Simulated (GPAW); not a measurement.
Runs of GPAW 26.7.0 on In. It takes space group Im-3m (No. 229, cubic). The conventional cell has a = 3.765 Å, b = 3.765 Å, c = 3.765 Å, α = 90.00°, β = 90.00°, γ = 90.00°. In (site symmetry m-3m) is surrounded by 8 In at 3.26 Å. This isn't the form of In at room conditions, which is tetragonal.

```csv
task,level,potentials or basis,k mesh,kernel,eta,response ecut,scissors,domega0,other keys,mesh quality,gap on the mesh (eV),pressure (GPa)
optical spectrum,LDA,"the program's PAW data sets (release 1.2.1) made for this functional, pw",8 × 8 × 8,RPA,0.5 eV,40 eV,0 eV,0.1 eV,"several, not listed",coarse,none,-
G0W0 quasiparticle levels,PBEsol,"PAW data sets generated in the run's folder for this functional, pw",4 × 4 × 4,-,0.1 eV,150 eV,-,0.1 eV,-,coarse,none,-
single point,PBEsol,"PAW data sets generated in the run's folder for this functional, pw",8 × 8 × 8,-,-,-,-,-,-,not flagged,none,-3.5
single point,LDA,"the program's PAW data sets (release 1.2.1) made for this functional, pw",8 × 8 × 8,-,-,-,-,-,-,not flagged,none,(a)
energy-loss spectrum,LDA,"the program's PAW data sets (release 1.2.1) made for this functional, pw",8 × 8 × 8,RPA,0.1 eV,40 eV,-,0.1 eV,-,not flagged,none,-
```

Alike in all rows: no spin polarisation; cell as given; cutoff (eV) 450; smearing fermi-dirac 0.05 eV.

Task: Fill in the values left out.

Result: (a) -5.2.

Caveats: some runs use coarse meshes; the long-wavelength limit can be off by a per cent or two (some runs); the cutoff is short for stress and forces, so pressures can be off by a GPa or more (some runs); the intraband term hangs on this k mesh (some runs); spectra need much finer meshes, so this one isn't converged (some runs); independent-particle spectra lack excitons (some runs); G0W0 is unreliable with partly filled bands (some runs); on this mesh the treatment of q = 0 moves the result by about a tenth of an eV (some runs).

A k mesh can miss the band edges, and the runs leave out spin-orbit coupling on In.

A gap of «none» marks a metal or a gap under the smearing width.
